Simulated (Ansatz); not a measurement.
The system is GaP.

```
Ga P
1.0
     0.00000    2.72525    2.72525
     2.72525    0.00000    2.72525
     2.72525    2.72525    0.00000
Ga P
1 1
Cartesian
  0.0000 0.0000 0.0000
  4.0879 4.0879 4.0879
```

```yaml
Program: Ansatz 0.2.0
Task: relaxation of cell and atoms
Functional: BLYP
Potentials_or_basis: Ansatz PAW
Cutoff: "420 eV (not typed: the program's choice for these potentials)"
k_mesh: 8 × 8 × 8
Occupations: fermi-dirac, width 0.05 eV
Spin: no spin polarisation
```

At the start: volume 20.24 Å³/atom.

Problem. How do energy, volume and symmetry change on relaxing?

Solution. It ends after 5 steps and the volume is 21.92 Å³/atom (+8.3 %); space group F-43m (No. 216, to 0.05 Å).

The path:
```csv
step,energy change (eV),largest force (eV/Å),volume (Å³)
1,0.0000,0.0000,40.48
2,-0.0533,0.0000,42.63
3,-0.0602,0.0000,43.68
4,-0.0602,0.0000,43.84
5,-0.0611,0.0000,43.84
```

Final structure:
```
Ga P
1.0
     0.00000    2.79858    2.79858
     2.79858    0.00000    2.79858
     2.79858    2.79858    0.00000
Ga P
1 1
Direct
  0.00000 0.00000 0.00000
  0.75000 0.75000 0.75000
```

Caveat: the plane-wave basis is chosen anew once the cell has moved, so the energies of steps on either side of that aren't comparable; the PAW data sets come from PBE, with cores solved anew for the run's functional, which leaves a small shift of forces and pressure.
